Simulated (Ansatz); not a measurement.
# SiC: the cost of one run

Program: Ansatz 0.2.0. Level of theory: DFT PBE, scalar-relativistic, plane waves, PAW. These are calculated values, not measurements.

The COD entry's cell or inner coordinates are ideal or old and differ from later refinements, so a difference from it is no clean test against experiment.

## 1. The structure to begin with

It takes space group F-43m (No. 216, cubic). The conventional cell has a = 4.348 Å, b = 4.348 Å, c = 4.348 Å, α = 90.00°, β = 90.00°, γ = 90.00°. Si (site symmetry -43m) has 4 C at 1.88 Å as nearest neighbours. C (site symmetry -43m) is surrounded by 4 Si at 1.88 Å.

As a file:

```xyz
2
Lattice="0.0000 2.1740 2.1740 2.1740 0.0000 2.1740 2.1740 2.1740 0.0000" Properties=species:S:1:pos:R:3 pbc="T T T"
Si    0.0000    0.0000    0.0000
C     3.2610    3.2610    3.2610
```

The cell is taken as given, not relaxed at this level.

## 2. The reference cell

The reference gives a free energy of -887.1535 eV, pressure 4.84 GPa, largest force 0.000 eV/Å and gap on the mesh 1.35 eV. It was computed beforehand with the settings of the runs below.

## 3. Setting up a two-dimensional strain map

The cell is strained by p along both x and y and by q along z, with fractional coordinates fixed.

## 4. At p = -0.030, q = -0.030

Input file input.yaml:

```yaml
crystal:
  lattice:
    - [0.0, 2.10878, 2.10878]
    - [2.10878, 0.0, 2.10878]
    - [2.10878, 2.10878, 0.0]
  atoms:
    - { symbol: Si, position: [0.0, 0.0, 0.0] }
    - { symbol: C, position: [0.75, 0.75, 0.75] }
basis:
  ecutwfc: 420
kpoints:
  mp_grid: { grid: [12, 12, 12] }
hamiltonian:
  xc: pbe
scf:
  occupations: { method: gaussian, width: 0.05 }
output:
  forces: true
  stress: true
  eigenvalues: true
```

On the command line:

```bash
ansatz run input.yaml --threads 1 --pin off --max-ram 2560MiB --backend cpu --events-out ev --progress --plain --runs-dir out
```

What time and memory should one allow on 1 thread of Arm Neoverse V1, shared host?

About 1.5 s, with a peak of 0.26 GiB.
